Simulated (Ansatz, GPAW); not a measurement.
Given: the input of a run of GPAW 26.7.0 (ASE script) on AgCl (Chlorargyrite). 

Contents of run.py:

```python
from ase import Atoms
from ase.dft.bandgap import bandgap
from ase.io import write
from ase.units import GPa
from gpaw import GPAW, PW, setup_paths

setup_paths.insert(0, '.')

atoms = Atoms(['Ag', 'Cl'],
              cell=[[0.0, 2.735, 2.735],
                    [2.735, 0.0, 2.735],
                    [2.735, 2.735, 0.0]],
              scaled_positions=[[0.0, 0.0, 0.0],
                                [0.5, 0.5, 0.5]],
              pbc=True)

calc = GPAW(mode=PW(600),
            xc='PBEsol',
            kpts={'size': (8, 8, 8), 'gamma': True},
            occupations={'name': 'fermi-dirac', 'width': 0.05},
            nbands=23,
            convergence={'density': 1e-05, 'energy': 1e-05},
            maxiter=150,
            txt='gpaw.txt')
atoms.calc = calc
energy = atoms.get_potential_energy()
forces = atoms.get_forces()
stress = atoms.get_stress()
calc.write('gs.gpw')
write('result.traj', atoms)
print(f'Energy: {energy:.6f} eV')
print('Forces (eV/A):')
print(forces.round(4))
print('Stress (GPa):', (stress / GPa).round(3))
print('Fermi level:', round(calc.get_fermi_level(), 4), 'eV')
print(f'Gap: {bandgap(calc)[0]:.4f} eV, direct: {bandgap(calc, direct=True)[0]:.4f} eV')
```

Potentials or basis: PAW data sets generated in the run's folder for this functional, pw.

Command:

```bash
$ gpaw-setup -f PBEsol Ag Cl
$ OMP_NUM_THREADS=1 python run.py
```

Question: What does the same run look like in Ansatz 0.2.0? Potentials or basis there: all-electron LAPW, scalar-relativistic.

Answer: As run (cutoffs and basis follow the program's own potentials, and thresholds, step limits or extra output files can differ):

The input input.yaml:

```yaml
crystal:
  lattice:
    - [0.0, 2.735, 2.735]
    - [2.735, 0.0, 2.735]
    - [2.735, 2.735, 0.0]
  atoms:
    - { symbol: Ag, position: [0.0, 0.0, 0.0] }
    - { symbol: Cl, position: [0.5, 0.5, 0.5] }
kpoints:
  mp_grid: { grid: [8, 8, 8] }
scf:
  occupations: { method: fermi_dirac, width: 0.05 }
hamiltonian:
  xc: pbesol
  pseudopotentials: { kind: all_electron, lapw: { basis_error: 0.001 } }
output:
  forces: true
  stress: true
  eigenvalues: true
  populations: true
```

Potentials or basis: all-electron LAPW, scalar-relativistic.

The run is started by

```sh
$ ansatz run input.yaml --threads 1 --pin off --max-ram 3072MiB --backend cpu --events-out ev --progress --plain --runs-dir out
```

Both were run:

|  | GPAW | Ansatz |
| --- | --- | --- |
| Pressure | -0.6 GPa | -0.7 GPa |

Where Ansatz's input types no cutoff or centring, it takes its own default and a Γ-centred mesh.

Pressure is positive in compression.
